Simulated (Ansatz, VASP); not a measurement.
# Pd: VASP beside Ansatz

File INCAR:

```
SYSTEM = Pd
PREC = Accurate
ENCUT = 520
EDIFF = 1E-7
ISMEAR = 0
SIGMA = 0.15
LREAL = .False.
LASPH = .True.
NELM = 80
ALGO = Fast
ISIF = 2
LWAVE = .False.
LCHARG = .True.
GGA = PS
LELF = .True.
LVHAR = .True.
NBANDS = 11
```

File KPOINTS:

```
regular mesh
0
Gamma
  20 20 20
  0 0 0
```

POSCAR

```
Pd
1.0
    0.0340357500      1.9449000000      1.9449000000
    1.9789357500      0.0000000000      1.9789357500
    1.9449000000      1.9449000000      0.0340357500
Pd
1
Direct
    0.0000000000      0.0000000000      0.0000000000
```

Input for Ansatz:

```yaml
crystal:
  lattice:
    - [0.03403575, 1.9449, 1.9449]
    - [1.97893575, 0.0, 1.97893575]
    - [1.9449, 1.9449, 0.03403575]
  atoms:
    - { symbol: Pd, position: [0.0, 0.0, 0.0] }
basis:
  ecutwfc: 420
kpoints:
  mp_grid: { grid: [20, 20, 20] }
hamiltonian:
  xc: pbesol
scf:
  occupations: { method: gaussian, width: 0.15 }
output:
  forces: true
  stress: true
  eigenvalues: true
```

Change from the starting cell: strain +0.0350 x Voigt [0, 0, 0, 0, 1, 0], atoms carried along.

Alike in both runs: task single point; functional PBEsol; k mesh 20 × 20 × 20; occupations gaussian, width 0.15 eV; no spin polarisation.

|  | VASP | Ansatz |
| --- | --- | --- |
| version | VASP 6.6.1 | Ansatz 0.2.0 |
| potentials or method | VASP PAW PBE potentials, release 64 (Pd) | scalar-relativistic, plane waves, PAW |
| plane-wave cutoff (eV) | 520 | 420 |
| valence electrons in the cell | 10 | 18 |

Ansatz gave:

* gap on the k mesh at the Fermi level (eV): none
* pressure (GPa): -1.9
* largest component of the traceless stress (GPa): 2.72

**Question.** Which values does VASP return?

**Answer.** gap on the k mesh at the Fermi level (eV): none; pressure (GPa): -2.2; largest component of the traceless stress (GPa): 2.72.

A gap of «none» marks a metal or a gap that the smearing closes. The functional is the same, so the differences come from potentials, cutoffs and numerics. The two sets of potentials don't hold the same shells in valence.

Caveats: the PAW data sets were made with another functional, which shifts forces and pressure a little (VASP).
